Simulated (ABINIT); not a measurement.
Crystal: AlN.

```
CELL_PARAMETERS angstrom
0.00000 2.03452 2.03452
2.03452 0.00000 2.03452
2.03452 2.03452 0.00000
ATOMIC_POSITIONS crystal
Al 0.50000 0.50000 0.50000
N 0.00000 0.00000 0.00000
```

Measurements of this composition are mostly on another form, of space group No. 186.

Base run:

```yaml
Program: ABINIT 10.8.3 (patched build)
Functional: r2SCAN
Potentials_or_basis: JTH PAW PBE v2.0
Cutoff: 844 eV
k_mesh: 11 × 11 × 11
Occupations: fermi-dirac, width 0.05 eV
Spin: no spin polarisation
```

Its results: band gap on the k mesh 5.34 eV, indirect (least direct gap 6.18 eV).

Q: The run is repeated on the same cell with these changes: functional from r2SCAN to TB-mBJ. What comes out?

A: Band gap on the k mesh 5.71 eV, indirect (least direct gap 6.45 eV).

Caveats: the mesh misses the band edges, which the band path finds closer together; the constant c of TB-mBJ comes from the pseudo density here, which moves gaps by up to 0.3 eV between sets of potentials (some runs).
